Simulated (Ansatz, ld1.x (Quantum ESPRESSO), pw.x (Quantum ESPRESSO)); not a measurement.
# N (Z = 7): one change to the PAW potential, in the atom and in the diamond crystal

* Element: nitrogen
* Generator: ld1.x (Quantum ESPRESSO) 7.5
* Type: PAW
* Functional: PBE
* Relativity: scalar-relativistic
* Frozen core: [He]
* Valence charge: 5
* Reference configuration: 2s2 2p3
* Partial waves: 2s (bound): rcut 1.00, rcutus 1.05 bohr; 2s channel at -0.95 Ry: rcut 1.00, rcutus 1.05 bohr; 2p (bound): rcut 1.65, rcutus 2.05 bohr; 2p channel at -0.05 Ry: rcut 1.65, rcutus 2.05 bohr; 3d channel at 0.2 Ry: rc 1.85 bohr
* Local potential: the d channel
* Core correction: none
* Augmentation charge: BESSEL, radius 1.00 bohr

Change: waves 2p (bound): rcut 1.65, rcutus 2.26 bohr; 2p channel at -0.05 Ry: rcut 1.65, rcutus 2.26 bohr.

Cutoffs, loose and tight: the cutoffs (Ry, on a coarse ladder) from which the occupation-weighted sum of valence levels, in a spherical-Bessel basis at the reference potential, stays within 10 and 1 mRy of its value at 400 Ry. They do not see the model core or the augmentation charge, which bear on the density cutoff. Test errors are all-electron minus pseudo excitation energies from the reference, over the configurations 2s2 2p2; 2s2 2p1; 2s2 2p0; 2s1 2p3; 2s1 2p0; 2s1 2p4; 2s2 2p3.3; variants that change the core or the reference have their own tests.

Crystal test: diamond N in pw.x 7.5, no spin, 11³ k-points, Fermi–Dirac smearing 0.01 Ry, cutoffs set for each file from its atomic test. The reference is all-electron LAPW (Ansatz 0.2.0) with the same functional, mesh and smearing; V0 and B0 come from Birch–Murnaghan fits to the pressures at five volumes. Errors are pseudo minus all-electron; Δ is the rms difference of the E(V) curves that follow from these fits, minima aligned, over ±6 % about the mean V0. Mesh and smearing are coarse, so the numbers serve the comparison and aren't converged zero-temperature values; the lattice is a test structure that the element need not adopt. Spin polarisation is left out.

All-electron: a0 = 4.185 Å (V0 = 9.16 Å³/atom), B0 = 154.7 GPa.

Does the change bring the crystal closer to the all-electron result?

The mean pressure error goes from +0.47 to +2.95 GPa, so the change moves the solid further from the all-electron pressures.

| quantity | base | changed |
| --- | --- | --- |
| outcome (atom) | generated | generated |
| cutoff, loose (atom) | 15 Ry | 15 Ry |
| cutoff, tight (atom) | 30 Ry | 30 Ry |
| bound ghosts (atom) | none | none |
| largest test error (meV) (atom) | +38 | +145 |
| cutoffs in pw.x (Ry) | 40/320 | 40/320 |
| a0 (Å) | 4.189 | 4.209 |
| a0 error (%) | +0.10 | +0.57 |
| B0 error (%) | +2.5 | +9.2 |
| Δ (meV/atom) | 1.0 | 5.8 |
| mean pressure error (GPa) | +0.47 | +2.95 |

Base: The largest radius (2.05 bohr) exceeds half the bond length (1.72 bohr), so the spheres overlap, which is one possible source of error among others. Changed file: The largest radius (2.26 bohr) exceeds half the bond length (1.72 bohr), so the spheres overlap, which is one possible source of error among others. This is a poor potential for the solid. The atomic cutoffs weigh occupied waves only.
